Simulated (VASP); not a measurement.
C, 4 atoms in the cell. Symmetry: P6_3/mmc, No. 194, hexagonal system. The conventional cell has a = 2.465 Å, b = 2.465 Å, c = 6.682 Å, α = 90.00°, β = 90.00°, γ = 120.00°. C (site symmetry -6m2) is surrounded by 3 C at 1.42 Å. Around C (site symmetry -6m2) lie 3 C at 1.42 Å. 

- Program: VASP 6.6.1
- Task: elastic constants
- Functional: PBE
- Dispersion: D3(BJ)
- Potentials or basis: VASP PAW PBE potentials, release 64 (C)
- Cutoff: 600 eV
- k mesh: 12 × 12 × 4
- Occupations: gaussian, width 0.03 eV
- Spin: no spin polarisation
- Ions in elastic constants: relaxed
- Further INCAR settings: ALGO = Fast; EDIFF = 1e-08; IBRION = 6; POTIM = 0.015; NSW = 1; ISIF = 3

Potentials or basis: VASP PAW PBE potentials, release 64 (C).

Command:

```bash
$ cat potpaw_PBE.64/C/POTCAR > POTCAR
$ cp INCAR.step1 INCAR
$ mpirun -np 2 vasp_std > vasp.out
$ cp CONTCAR POSCAR
$ cp INCAR.step2 INCAR
$ mpirun -np 2 vasp_std > vasp.out
```

Hardware: 2 MPI ranks on Intel(R) Xeon(R) 6975P-C (Granite Rapids), on a shared host.

Problem. Estimate the wall time of this run.

Solution. Run time: 4.4 min on 2 MPI ranks on Intel(R) Xeon(R) 6975P-C (Granite Rapids), on a shared host, peak memory 0.31 GiB a rank. Counts: scf iterations 246, k points 57, ion steps 7.
